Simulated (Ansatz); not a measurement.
Input and command of a plane-wave DFT calculation in Ansatz:

```yaml
crystal:
  lattice:
    - [-1.2858786728, 1.2858786728, 1.2858786728]
    - [1.2858786728, -1.2858786728, 1.2858786728]
    - [1.2858786728, 1.2858786728, -1.2858786728]
  atoms:
    - { symbol: Ga, position: [0.0, 0.0, 0.0] }
basis:
  ecutwfc: 420
kpoints:
  mp_grid: { grid: [10, 10, 10] }
hamiltonian:
  xc: pbe
scf:
  occupations: { method: gaussian, width: 0.1 }
output:
  forces: true
  stress: true
  eigenvalues: true
relax:
  adjacent_minimum: "off"
  f_tol: 0.05
  max_steps: 60
  cell: { stress_tol: 0.5 }
```

```bash
ansatz run input.yaml --threads 1 --pin off --max-ram 2560MiB --backend cpu --events-out ev --progress --plain --runs-dir out
```

Processor: Intel(R) Xeon(R) 6975P-C (Granite Rapids), 1 thread, on a host shared with other jobs.

Task: Estimate time, memory and problem size.

Result: About 4.9 s on 1 thread of Intel(R) Xeon(R) 6975P-C (Granite Rapids), with other jobs on the host, peak memory 0.33 GiB. It solves 11 bands at 47 k points (the mesh reduced by symmetry) with about 369 plane waves (on the last cell), in 69 SCF iterations over 13 ionic steps.
